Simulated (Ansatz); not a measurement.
**WS2: stiffness from a series of strains**

```
CELL_PARAMETERS angstrom
1.57900 0.91164 6.16333
-1.57900 0.91164 6.16333
0.00000 -1.82327 6.16333
ATOMIC_POSITIONS crystal
W 0.00000 0.00000 0.00000
S 0.75030 0.75030 0.75030
S 0.58100 0.58100 0.58100
```

Atoms are numbered in the order listed.

Conventional cell: a = 3.158 Å, b = 3.158 Å, c = 18.490 Å, α = 90.00°, β = 90.00°, γ = 120.00°. W (atom 1) has 6 S at 2.39 to 2.42 Å as nearest neighbours. S (atom 2) has 3 W at 2.39 Å as nearest neighbours. S (atom 3) has 3 W at 2.42 Å as nearest neighbours.

The cell comes from COD entry 9012192, which wasn't checked; take it as a given geometry.

No spin–orbit coupling, which matters for the heavy atoms here.

Theory: DFT, LDA, all-electron LAPW, scalar-relativistic in Ansatz 0.2.0.

Settings: a Γ-centred 13×13×13 k mesh, Fermi–Dirac smearing of 0.08 eV, basis error target 0.5 meV/atom, no spin polarisation.

The strain is applied along the Cartesian axes of the cell as listed (the other components stay zero). Fractional coordinates are held (clamped ions).

σ is the change of stress from the unstrained cell, which is at -3.61 GPa; tension is positive, so slopes are stress–strain coefficients at that pressure.

Only quantities that a quadratic follows smoothly over the whole series are listed; rougher ones are left out.

```
εxx = εyy  σzz (GPa)  σxx (GPa)
  -0.0300      -7.55     -12.60
  -0.0200      -4.75      -7.99
   0.0000       0.00       0.00
   0.0100       2.00       3.45
   0.0200       3.78       6.58
   0.0300       5.36       9.40
```

(1) Fit the series and read off the stiffness at zero strain.

(2) One run, at εxx = εyy = -0.0100, is withheld. Predict its row.

Results:

(1) Least-squares fits y = p0 + p1 x + p2 x² to the rows give σzz (GPa): p1 = 215, p2 = -1200; σxx (GPa): p1 = 366, p2 = -1800. So C13 + C23 = 215 GPa and C11 + C12 = 366 GPa, for these axes.

(2) The fits give -2.27, -3.84; the run gave -2.24, -3.81.
